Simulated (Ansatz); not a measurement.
A distorted cell of ZrO2 (fluorite):

```
ZrO2
1.0
    0.00000     5.11588     5.11588
    2.55794     2.55794     5.11588
    2.55794     2.55794     0.00000
Zr O
2 4
Direct
  0.00000   0.00000   0.00000
  0.50000   0.00000   0.00000
  0.00000   0.20700   0.29300
  0.50000   0.29300   0.20700
  0.00000   0.70700   0.79300
  0.50000   0.79300   0.70700
```

Calculation: PBE (plane waves to 420 eV, PAW, scalar-relativistic; Ansatz, an electronic-structure program). k mesh 11×11×11 (Γ-centred), Fermi-Dirac smearing 0.05 eV. Stress and pressure are positive under compression. The PAW data are Ansatz's earlier set. This is a high-temperature form of ZrO2. ZrO2 is run without spin polarisation. ZrO2 was relaxed with its symmetry unable to fall.

Q: Predict the force on every atom, in eV/Å.

A: 
```tsv
atom	Fx	Fy	Fz
Zr1	0.000	0.000	0.000
Zr2	0.000	0.000	0.000
O3	0.000	0.000	-0.076
O4	0.000	0.000	0.076
O5	0.000	0.000	-0.076
O6	0.000	0.000	0.076
```

Q: Give the stress tensor in GPa and the pressure.

A: 
```
    2.0      0.0      0.0
    0.0      2.0      0.0
    0.0      0.0      8.4
```
The pressure, a third of the trace, is 4.1 GPa.

(A displaced cell: forces are minus the slopes of the energy, force constants its curvatures, and phonons follow from these.)
